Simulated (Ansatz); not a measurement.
# Si: the cost of one run

Program: Ansatz 0.2.0. Level of theory: DFT PBEsol, scalar-relativistic, plane waves, PAW. These are calculated values, not measurements.

1 further run of the same task is left out (it didn't finish).

### 1 The starting structure

It takes space group P6_3/mmc (No. 194, hexagonal). Conventional cell: a = 3.831 Å, b = 3.831 Å, c = 6.333 Å, α = 90.00°, β = 90.00°, γ = 120.00°. Around Si (site symmetry 3m) lie 4 Si at 2.35 to 2.37 Å.

As a file:

```xyz
4
Lattice="3.8313 0.0000 0.0000 -1.9157 3.3180 0.0000 0.0000 0.0000 6.3326" Properties=species:S:1:pos:R:3 pbc="T T T"
Si    0.0000    2.2120    0.3990
Si    1.9157    1.1060    3.5653
Si    0.0000    2.2120    2.7673
Si    1.9157    1.1060    5.9336
```

It goes back to an entry of the Materials Project, which need not be the stable form.

The cell is taken as given, not relaxed at this level.

### 2 Setting up biaxial against axial strain

The cell is strained by p along both x and y and by q along z, with fractional coordinates fixed.

### 3 Point p = -0.080, q = -0.080

input.yaml reads:

```yaml
crystal:
  lattice:
    - [3.5248120637, 0.0, 0.0]
    - [-1.7624060319, 3.0525767907, 0.0]
    - [0.0, 0.0, 5.8260122402]
  atoms:
    - { symbol: Si, position: [0.3333333333, 0.6666666667, 0.0630095] }
    - { symbol: Si, position: [0.6666666667, 0.3333333333, 0.5630095] }
    - { symbol: Si, position: [0.3333333333, 0.6666666667, 0.4369905] }
    - { symbol: Si, position: [0.6666666667, 0.3333333333, 0.9369905] }
basis:
  ecutwfc: 420
kpoints:
  mp_grid: { grid: [12, 12, 6] }
hamiltonian:
  xc: pbesol
scf:
  occupations: { method: gaussian, width: 0.03 }
output:
  forces: true
  stress: true
  eigenvalues: true
  write_density: true
  write_potential: true
  elf: true
  volumetric_format: npy
```

The run is started by

```console
$ ansatz run input.yaml --threads 1 --pin off --max-ram 2560MiB --backend cpu --events-out ev --progress --plain --runs-dir out
```

Q: Estimate wall time and peak memory on 1 thread of AMD EPYC 7R43 (Zen 3), shared host.

About 3.9 s, with a peak of 0.4 GiB.
